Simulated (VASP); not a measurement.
# BN (F-43m) in VASP: notebook, part 2 of 2

VASP 6.6.1. Earlier steps stand in the parts before.

**4. Relaxation of cell and atoms, LDA**

File INCAR:

```
SYSTEM = BN
PREC = Accurate
ENCUT = 600
EDIFF = 1E-7
ISMEAR = 0
SIGMA = 0.02
LREAL = .False.
LASPH = .True.
NELM = 120
ALGO = Normal
ISIF = 3
LWAVE = .False.
LCHARG = .False.
GGA = CA
IBRION = 2
NSW = 100
EDIFFG = -0.002
GGA_COMPAT = .False.
NELMIN = 4
```

File KPOINTS:

```
regular mesh
0
Gamma
  12 12 12
  0 0 0
```

File POSCAR:

```
BN
1.0
    0.0000000000      1.7905521938      1.7905521938
    1.7905521938      0.0000000000      1.7905521938
    1.7905521938      1.7905521938      0.0000000000
B N
1 1
Direct
    0.0000000000      0.0000000000      0.0000000000
    0.7500000000      0.7500000000      0.7500000000
```

Potentials or basis: VASP PAW LDA potentials, release 64 (B, N).

Command:

```sh
$ cat potpaw_LDA.64/B/POTCAR potpaw_LDA.64/N/POTCAR > POTCAR
$ mpirun -np 1 vasp_std > vasp.out
```

OUTCAR:

```text
SYSTEM = BN
   PREC = Accurate
   ENCUT = 600
   EDIFF = 1E-7
   ISMEAR = 0
   LREAL = .False.
   LASPH = .True.
   NELM = 120
   ISIF = 3
   GGA = CA
   IBRION = 2
   NSW = 100
   EDIFFG = -0.002
   NELMIN = 4

 ion  position               nearest neighbor table
   1  0.000  0.000  0.000-   2 1.55   2 1.55   2 1.55   2 1.55
   2  0.750  0.750  0.750-   1 1.55   1 1.55   1 1.55   1 1.55

  LATTYP: Found a face centered cubic cell.
 ALAT       =     3.5811043876

  Lattice vectors:

 A1 = (   0.0000000000,   1.7905521938,   1.7905521938)
 A2 = (   1.7905521938,   0.0000000000,   1.7905521938)
 A3 = (   1.7905521938,   1.7905521938,   0.0000000000)

Analysis of symmetry for initial positions (statically):
=====================================================================
 Subroutine PRICEL returns:
 Original cell was already a primitive cell.

 Routine SETGRP: Setting up the symmetry group for a
 face centered cubic supercell.

 Subroutine GETGRP returns: Found 24 space group operations
 (whereof 24 operations were pure point group operations)
 out of a pool of 48 trial point group operations.

The static configuration has the point symmetry T_d .

Analysis of symmetry for dynamics (positions and initial velocities):
=====================================================================
 Subroutine PRICEL returns:
 Original cell was already a primitive cell.

 Routine SETGRP: Setting up the symmetry group for a
 face centered cubic supercell.

 Subroutine GETGRP returns: Found 24 space group operations
 (whereof 24 operations were pure point group operations)
 out of a pool of 48 trial point group operations.

The dynamic configuration has the point symmetry T_d .

 Subroutine INISYM returns: Found 24 space group operations
 (whereof 24 operations are pure point group operations),
 and found     1 'primitive' translations

----------------------------------------------------------------------------------------

                                     Primitive cell

  volume of cell :      11.4813

  direct lattice vectors                    reciprocal lattice vectors
     0.000000000  1.790552194  1.790552194    -0.279243466  0.279243466  0.279243466
     1.790552194  0.000000000  1.790552194     0.279243466 -0.279243466  0.279243466
     1.790552194  1.790552194  0.000000000     0.279243466  0.279243466 -0.279243466

  length of vectors
     2.532223197  2.532223197  2.532223197     0.483663870  0.483663870  0.483663870

  position of ions in fractional coordinates (direct lattice)
     0.000000000  0.000000000  0.000000000
     0.750000000  0.750000000  0.750000000

  ion indices of the primitive-cell ions
   primitive index   ion index
                 1           1
                 2           2

----------------------------------------------------------------------------------------

 KPOINTS: regular mesh

Automatic generation of k-mesh.
 Grid dimensions read from file:
 generate k-points for:   12   12   12

 Generating k-lattice:
[... 45 lines left out ...]
   number of dos      NEDOS =    301   number of ions     NIONS =      2
   total plane-waves  NPLWV =   8000
   dimension x,y,z NGX =    20 NGY =   20 NGZ =   20
   dimension x,y,z NGXF=    40 NGYF=   40 NGZF=   40
   ions per type =               1   1
   NGX,Y,Z   is equivalent  to a cutoff of  13.13, 13.13, 13.13 a.u.
   NGXF,Y,Z  is equivalent  to a cutoff of  26.26, 26.26, 26.26 a.u.
 SYSTEM =  BN
   PREC   = accura    normal or accurate (medium, high low for compatibility)
   ISTART =      0    job   : 0-new  1-cont  2-samecut
   ICHARG =      2    charge: 1-file 2-atom 10-const
   ISPIN  =      1    spin polarized calculation?
   LNONCOLLINEAR =      F non collinear calculations
   LSORBIT =      F    spin-orbit coupling
   LASPH  =      T    aspherical Exc in radial PAW
   ENCUT  =  600.0 eV  44.10 Ry    6.64 a.u.   5.06  5.06  5.06*2*pi/ulx,y,z
   NELM   =    120;   NELMIN=  4; NELMDL= -5     # of ELM steps
   EDIFF  = 0.1E-06   stopping-criterion for ELM
   LREAL  =      F    real-space projection
   EDIFFG = -.2E-02   stopping-criterion for IOM
   NSW    =    100    number of steps for IOM
   IBRION =      2    ionic relax: 0-MD 1-quasi-New 2-CG
   NFREE  =      1    steps in history (QN), initial steepest desc. (CG)
   ISIF   =      3    stress and relaxation
   ISYM   =      2    0-nonsym 1-usesym 2-fastsym
   POTIM  = 0.5000    time-step for ionic-motion
   TEBEG  =    0.0;   TEEND  =   0.0 temperature during run
   PSTRESS=    0.0 pullay stress
   NELECT =       8.0000    total number of electrons
   NUPDOWN=      -1.0000    fix difference up-down
   EMIN   =  10.00;   EMAX   =-10.00  energy-range for DOS
   EFERMI =   0.00;   METHOD = LEGACY
   ISMEAR =     0;   SIGMA  =   0.02  broadening in eV -4-tet -1-fermi 0-gaus
   EFERMI_NEDOS =   21; number of points for ismear=-14 and -15
   IALGO  =     38    algorithm
   IMIX   =      4    mixing-type and parameters
     AMIX     =   0.40;   BMIX     =  1.00
     AMIX_MAG =   1.60;   BMIX_MAG =  1.00
  volume/ion in A,a.u.               =       5.74        38.74
  Fermi-wavevector in a.u.,A,eV,Ry     =   1.451358  2.742669 28.659851  2.106440
  Thomas-Fermi vector in A             =   2.568864
   LORBIT       =      0    0 simple, 1 ext, 2 COOP (PROOUT), +10 PAW based schemes
   GGA     = CA    functional components
   LHFCALC =     F    Hartree Fock is set to
   AEXX    =    0.0000 exact exchange contribution
   IVDW    =     0    specifies the selected vdW correction
   LEPSILON=     F    determine dielectric tensor
   LRPA    =     F    only Hartree local field effects (RPA)
 conjugate gradient relaxation of ions
 non-spin polarized calculation
 Gauss-broadening in eV      SIGMA  =   0.02
  energy-cutoff  :      600.00
  volume of cell :       11.48
 maximum number of plane-waves:       392
   NGX = 11   NGY = 11   NGZ = 11

--------------------------------------- Ionic step        1  -------------------------------------------

 number of electron       7.9999999 magnetization

 Free energy of the ion-electron system (eV)
  ---------------------------------------------------
  ext. energy  EPLUGINS =         0.00000000
  ---------------------------------------------------
  free energy    TOTEN  =       -19.41632926 eV

  energy without entropy =      -19.41632926  energy(sigma->0) =      -19.41632926

------------------------ aborting loop because EDIFF is reached ----------------------------------------

  FORCE on cell =-STRESS in cart. coord.  units (eV):
  Direction    XX          YY          ZZ          XY          YZ          ZX
  --------------------------------------------------------------------------------------
  -------------------------------------------------------------------------------------
  Total        0.0389312      0.0389312      0.0389312      0.0000000      0.0000000     -0.0000000
  in kB        5.4327273      5.4327273      5.4327273      0.0000000      0.0000000     -0.0000000
  external PRESSURE =       5.4327273 kB  Pullay stress =       0.0000000 kB
[... 59 lines left out ...]
--------------------------------------- Ionic step        3  -------------------------------------------

 number of electron       7.9999999 magnetization

 Free energy of the ion-electron system (eV)
  ---------------------------------------------------
  ext. energy  EPLUGINS =         0.00000000
  ---------------------------------------------------
  free energy    TOTEN  =       -19.41635544 eV

  energy without entropy =      -19.41635544  energy(sigma->0) =      -19.41635544

 E-fermi :   7.8748     XC(G=0): -13.2346

 val. band max:        7.7287366130   @ k =   0.0000   0.0000   0.0000
 cond. band min:      12.1038782307   @ k =   0.5000   0.5000   0.0000
 fundamental gap:      4.3751416177
 Fermi energy:         7.8748392685

 k-point     1 :       0.0000    0.0000    0.0000
  band No.  band energies     occupation
      1     -12.6485      2.00000
      2       7.7287      2.00000
      3       7.7287      2.00000
      4       7.7287      2.00000
      5      16.5389      0.00000
      6      16.5389      0.00000
      7      16.5389      0.00000
      8      18.6094      0.00000
[... 243 lines left out ...]
 k-point    24 :      -0.4167    0.1667    0.0000
  band No.  band energies     occupation
      1      -7.8629      2.00000
      2      -2.5205      2.00000
      3       3.5228      2.00000
      4       5.0789      2.00000
      5      17.0490      0.00000
      6      20.0275      0.00000
      7      20.2487      0.00000
      8      23.5991      0.00000

 [... further k-points ...]

------------------------ aborting loop because EDIFF is reached ----------------------------------------

  FORCE on cell =-STRESS in cart. coord.  units (eV):
  Direction    XX          YY          ZZ          XY          YZ          ZX
  --------------------------------------------------------------------------------------
  -------------------------------------------------------------------------------------
  Total        0.0000979      0.0000979      0.0000979      0.0000000     -0.0000000      0.0000000
  in kB        0.0136403      0.0136403      0.0136403      0.0000000     -0.0000000      0.0000000
  external PRESSURE =       0.0136403 kB  Pullay stress =       0.0000000 kB
[... 17 lines left out ...]
  FREE ENERGIE OF THE ION-ELECTRON SYSTEM (eV)
  ---------------------------------------------------
  free  energy   TOTEN  =       -19.4163554363 eV

  energy  without entropy=      -19.4163554363  energy(sigma->0) =      -19.41635544

 reached required accuracy - stopping structural energy minimisation
```

OSZICAR:

```text
N       E                     dE             d eps       ncg     rms          rms(c)
DAV:   1     0.104355101082E+02    0.10436E+02   -0.58037E+03  1184   0.111E+03
DAV:   2    -0.204433001509E+02   -0.30879E+02   -0.30080E+02  1576   0.170E+02
DAV:   3    -0.205993460553E+02   -0.15605E+00   -0.15605E+00  1344   0.153E+01
DAV:   4    -0.205994899732E+02   -0.14392E-03   -0.14392E-03  1608   0.450E-01
[... 17 lines left out ...]
DAV:   1    -0.194163926632E+02   -0.68224E-04   -0.11918E-03  1296   0.381E-01    0.436E-02
DAV:   2    -0.194163579110E+02    0.34752E-04   -0.16249E-04  1160   0.967E-02    0.112E-02
DAV:   3    -0.194163560832E+02    0.18278E-05   -0.35760E-06  1400   0.203E-02    0.470E-03
DAV:   4    -0.194163554453E+02    0.63789E-06   -0.79834E-07  1328   0.760E-03    0.141E-03
DAV:   5    -0.194163554363E+02    0.90162E-08   -0.21241E-08   608   0.122E-03
   3 F= -.19416355E+02 E0= -.19416355E+02  d E =-.261743E-04
```

It took 5.2 s on 1 thread of Intel Xeon 6975P-C (Granite Rapids), shared host; peak memory 0.12 GiB.

Results:

| Quantity | Value |
| --- | --- |
| Free energy | -19.4164 eV |
| Relaxed volume | 5.75 Å³/atom |
| Relaxed cell | a = 2.533 Å, b = 2.533 Å, c = 2.533 Å, α = 60.00°, β = 60.00°, γ = 60.00° |
| Space group after relaxing (to 0.1 Å) | F-43m (No. 216) |
| Energy gained by relaxing | 0.0 meV/atom |
| Ionic steps | 3 |
| Pressure after relaxing | 0.0 GPa |
| Band gap on the k mesh | 4.38 eV (least direct gap 8.81 eV) |

Final structure:
```cif
data_structure
_symmetry_space_group_name_H-M 'P 1'
_symmetry_Int_Tables_number 1
_cell_length_a 2.5334
_cell_length_b 2.5334
_cell_length_c 2.5334
_cell_angle_alpha 60.000
_cell_angle_beta 60.000
_cell_angle_gamma 60.000
_cell_volume 11.50
loop_
_atom_site_label
_atom_site_type_symbol
_atom_site_fract_x
_atom_site_fract_y
_atom_site_fract_z
_atom_site_occupancy
B1 B 0.00000 0.00000 0.00000 1
N1 N 0.75000 0.75000 0.75000 1
```

Levels at points of the mesh, in eV from the valence-band top:
```
           k point  band 1  band 2  band 3  band 4  band 5  band 6  band 7  band 8
(0.00, 0.00, 0.00)  -20.38    0.00    0.00    0.00    8.81    8.81    8.81   10.88
(0.50, 0.00, 0.00)  -15.97  -10.96   -2.00   -2.00   10.56   10.71   10.71   15.29
(0.50, 0.50, 0.00)  -14.55   -9.06   -5.06   -5.06    4.38    9.30   18.11   18.11
```

**5. Summary**

```tsv
task	cell	k mesh	smearing	gap on the mesh (eV)	pressure (GPa)	relaxed volume (Å³/atom)
single point	a = 2.532 Å, angles 60.0°, 2 atoms	12 × 12 × 12	gaussian 0.02 eV	4.38	0.8	-
relaxation of cell and atoms	relaxed from a = 2.556 Å, angles 60.0°, 2 atoms	10 × 10 × 10	gaussian 0.1 eV	4.38	-0.1	5.75
relaxation of cell and atoms	relaxed from a = 2.532 Å, angles 60.0°, 2 atoms	12 × 12 × 12	gaussian 0.02 eV	4.38	0.0	5.75
```

Alike in all rows: level LDA; potentials or basis VASP PAW LDA potentials, release 64 (B, N); no spin polarisation; cutoff (eV) 600.

Total energies depend on the potentials used, so only differences within one code and one set of settings carry meaning.

**6. Against experiment**

Step 2. Against the measured gap of BN, 6.4 eV (indirect; 300 K; a printed reference work, monograph), the calculated 4.38 eV is off by -2.02 eV. The value is that of LDA on a finite k mesh, which can miss the band edges, without temperature or zero-point motion. Semilocal functionals fall short of measured gaps as a rule.
